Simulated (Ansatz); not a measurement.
HfO2 (P2_1/c) from a database of computed structures, relaxed with r2SCAN in Ansatz. The symmetry is P2_1/c (No. 14, monoclinic); a = 5.114 Å, b = 5.181 Å, c = 5.295 Å, β = 99.5° in the conventional setting, 11.53 Å³ an atom. Hf has 7 O at 2.04–2.25 Å; O has 4 Hf at 2.14–2.25 Å; O has 3 Hf at 2.04–2.14 Å.

The axes x, y and z are those of this cell:
```
Hf O
1.0
     5.11386    0.00000    0.00476
     0.00000    5.18141    0.00000
    -0.87469    0.00000    5.22228
Hf O
4 8
Direct
  0.27619 0.45818 0.70819
  0.72381 0.95818 0.79181
  0.72381 0.54182 0.29181
  0.27619 0.04182 0.20819
  0.44793 0.74232 0.97851
  0.55207 0.24232 0.52149
  0.55207 0.25768 0.02149
  0.44793 0.75768 0.47851
  0.07015 0.33387 0.34395
  0.92985 0.83387 0.15605
  0.92985 0.66613 0.65605
  0.07015 0.16613 0.84395
```

Unstrained: The PBE gap is indirect, 4.089 eV (Γ to Y₂), below the direct gap of 4.181 eV at Y₂. The r2SCAN gap is indirect, 4.595 eV (Γ to Y₂), below the direct gap of 4.684 eV at Y₂. The HSE06 gap is indirect, 5.688 eV (Γ to Y₂), below the direct gap of 5.782 eV at Y₂. Meshes: PBE 6×6×6, r2SCAN 6×6×6, HSE06 4×4×4. Strains are changes of length per length. After each strain the atoms were relaxed again with r2SCAN within the symmetry that the strain leaves, so tilts or polar shifts that break it weren't tested; points keep the names that they have in the unstrained zone. No spin polarisation and no zero-point or thermal motion.

(1) For epitaxial +1.0 % in the xy plane, how far does the free direction move, and what happens to the gap?

(2) Apply epitaxial -1.0 % in the xy plane, free normal strain +0.99 %. How far does the gap move, against the unstrained cell?

(3) For epitaxial -3.0 % in the xy plane, how far does the free direction move, and what happens to the gap?

(4) Estimate what epitaxial -2.0 % in the xy plane, free normal strain +2.05 % does to the gap.

(5) Estimate what epitaxial +2.0 % in the xy plane, free normal strain -1.79 % does to the gap.

(6) Apply epitaxial +3.0 % in the xy plane, free normal strain -2.56 %. How far does the gap move, against the unstrained cell?

(7) Order the strained cells by their HSE06 gap, smallest first.
A. epitaxial +3.0 % in the xy plane
B. epitaxial +2.0 % in the xy plane
C. epitaxial -2.0 % in the xy plane
D. epitaxial -1.0 % in the xy plane
E. epitaxial -3.0 % in the xy plane
F. epitaxial +1.0 % in the xy plane

Results:

(1) The normal strain at zero normal stress is -0.93 %, 0.93 of the in-plane strain with the sign turned. PBE: the gap goes from 4.089 to 4.066 eV (-0.023 eV). r2SCAN: the gap goes from 4.595 to 4.569 eV (-0.026 eV). HSE06: the gap goes from 5.688 to 5.664 eV (-0.024 eV).

(2) PBE: the gap goes from 4.089 to 4.124 eV (+0.035 eV). r2SCAN: the gap goes from 4.595 to 4.633 eV (+0.038 eV). HSE06: the gap goes from 5.688 to 5.725 eV (+0.037 eV). The r2SCAN energy rises by 3.2 meV an atom.

(3) The normal strain at zero normal stress is +3.05 %, 1.02 of the in-plane strain with the sign turned. PBE: the gap goes from 4.089 to 4.272 eV (+0.183 eV). r2SCAN: the gap goes from 4.595 to 4.792 eV (+0.197 eV). HSE06: the gap goes from 5.688 to 5.903 eV (+0.215 eV).

(4) PBE: the gap goes from 4.089 to 4.198 eV (+0.109 eV). r2SCAN: the gap goes from 4.595 to 4.708 eV (+0.113 eV). HSE06: the gap goes from 5.688 to 5.803 eV (+0.115 eV). The r2SCAN energy rises by 12.9 meV an atom.

(5) PBE: the gap goes from 4.089 to 4.047 eV (-0.042 eV). r2SCAN: the gap goes from 4.595 to 4.547 eV (-0.048 eV). HSE06: the gap goes from 5.688 to 5.644 eV (-0.044 eV). The r2SCAN energy rises by 12.3 meV an atom.

(6) PBE: the gap goes from 4.089 to 4.024 eV (-0.065 eV). r2SCAN: the gap goes from 4.595 to 4.520 eV (-0.075 eV). HSE06: the gap goes from 5.688 to 5.619 eV (-0.069 eV). The r2SCAN energy rises by 27.3 meV an atom.

(7) A (5.62 eV), B (5.64 eV), F (5.66 eV), D (5.72 eV), C (5.80 eV), E (5.90 eV).

No spin-orbit coupling is included; it can move band edges with weight on the heavy atoms by tenths of an eV.

The meshes of the hybrids are coarse, so their gaps aren't converged to the digits shown.
